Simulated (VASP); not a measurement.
Runs of VASP 6.6.1 on Lu. Symmetry: Im-3m, No. 229, cubic system. Conventional cell: a = 3.908 Å, b = 3.908 Å, c = 3.908 Å, α = 90.00°, β = 90.00°, γ = 90.00°. Around Lu (site symmetry m-3m) lie 8 Lu at 3.38 Å. This isn't the form of Lu at room conditions, which is hcp.

```tsv
level	gap on the mesh (eV)	pressure (GPa)	relaxed volume (Å³/atom)
LDA	none	0.0	26.35
revPBE	none	0.0	30.73
AM05	none	0.0	28.38
optB88-vdW	none	0.0	28.50
vdW-DF-cx	none	0.0	27.96
r2SCAN	none	0.0	29.66
rev-vdW-DF2	none	0.0	28.37
SCAN	none	0.0	28.00
BLYP	none	0.0	30.29
PBEsol	none	0.0	(b)
PW91	none	0.0	29.44
RPBE	none	0.0	(a)
```

Alike in all rows: task relaxation of cell and atoms; potentials or basis VASP PAW PBE potentials, release 64 (Lu); no spin polarisation; cell relaxed; k mesh 10 × 10 × 10; cutoff (eV) 600; smearing fermi-dirac 0.05 eV.

Fill in the values left out.

(a) 31.13; (b) 28.03.

Caveats: the PAW data sets were made with another functional, which shifts forces and pressure a little.

A k mesh can miss the band edges, and the runs leave out spin-orbit coupling on Lu.

A gap of «none» marks a metal or a gap under the smearing width.

Runs at the PBE level aren't shown here.
